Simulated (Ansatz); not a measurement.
Below is a relaxed structure of Sb. The cell was found from a structure generator's guess, not taken from experiment.

Theory: DFT PBE, scalar-relativistic, plane waves, PAW (Ansatz). Cutoff 420 eV, Γ-centred mesh, Gaussian smearing, no spin polarisation.

```xyz
8
Lattice="12.8808 0.0000 0.0000 0.0000 4.3784 0.0000 0.0000 0.0000 4.5594" Properties=species:S:1:pos:R:3 pbc="T T T"
Sb   11.1268    0.0000    0.3376
Sb    1.4407    2.1892    2.2318
Sb    4.6864    0.0000    4.2219
Sb    7.8811    2.1892    2.3276
Sb   11.4401    2.1892    2.3276
Sb    1.7540    0.0000    4.2219
Sb    4.9997    2.1892    2.2318
Sb    8.1944    0.0000    0.3376
```

Energies count from the standard state of Sb at the same level.

**Question.** What space group does it have?

**Answer.** Pmma (No. 51). Conventional cell: a = 12.881 Å, b = 4.378 Å, c = 4.559 Å. Around Sb on its first site lie 3 Sb at 2.93–2.98 Å, 2 Sb at 3.39 Å and 1 Sb at 3.57 Å; Sb on its second site has 3 Sb at 2.88–2.98 Å and 3 Sb at 3.39–3.56 Å.

**Question.** How far does it lie from the standard state of Sb?

**Answer.** +0.02 eV/atom. It lies above the standard state, so it could only be metastable.

**Question.** Is it a metal?

**Answer.** There is no gap on the 4×8×8 mesh, but valence and conduction bands overlap by only 0.17 eV, so at this level it is a semimetal.

The last run used a 4×8×8 mesh (in the run's order of axes) for its 8-atom cell and Gaussian smearing of 0.10 eV. Spin–orbit coupling, which can matter for Sb, is left out. The zero gap may come from the functional, which often closes small gaps, or the cell may be a true semimetal. This cell was reached by moving the atoms of another relaxed cell at random and relaxing again, last within the group found; it had no such test of its own.
